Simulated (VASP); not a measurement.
A run of VASP 6.6.1 is set up as follows.

File INCAR:

```
SYSTEM = Al
PREC = Accurate ; ENCUT = 520
EDIFF = 1E-6 ; ISMEAR = -1
SIGMA = 0.08 ; LREAL = .FALSE.
LASPH = .TRUE. ; NELM = 100
ALGO = Fast ; ISIF = 2
LWAVE = .FALSE. ; LCHARG = .TRUE.
GGA = PE ; LELF = .TRUE.
LVHAR = .TRUE. ; NBANDS = 12
```

File KPOINTS:

```
Automatic mesh
0
G
  8 8 11
  0 0 0
```

POSCAR

```
Al
1.0
    3.7899120555      0.0000000000      0.0000000000
   -1.8949560278      3.2821601182      0.0000000000
    0.0000000000      0.0000000000      2.2823490156
Al
3
Direct
    0.0000000000      0.0000000000      0.0000000000
    0.3333333333      0.6666666667      0.5000000000
    0.6666666667      0.3333333333      0.5000000000
```

Potentials or basis: VASP PAW PBE potentials, release 64 (Al).

The run is started by

```console
$ cat potpaw_PBE.64/Al/POTCAR > POTCAR
$ mpirun -np 1 vasp_std > vasp.out
```

(1) Estimate the pressure.

(2) Estimate the band gap on the k mesh.

Answers

(1) 141.6 GPa.

(2) none (metal or under the smearing width).

Caveat: the cell as given lies far from equilibrium; so large a pressure means that the cell lies far from this level's equilibrium, or that cutoff or potentials fall short.
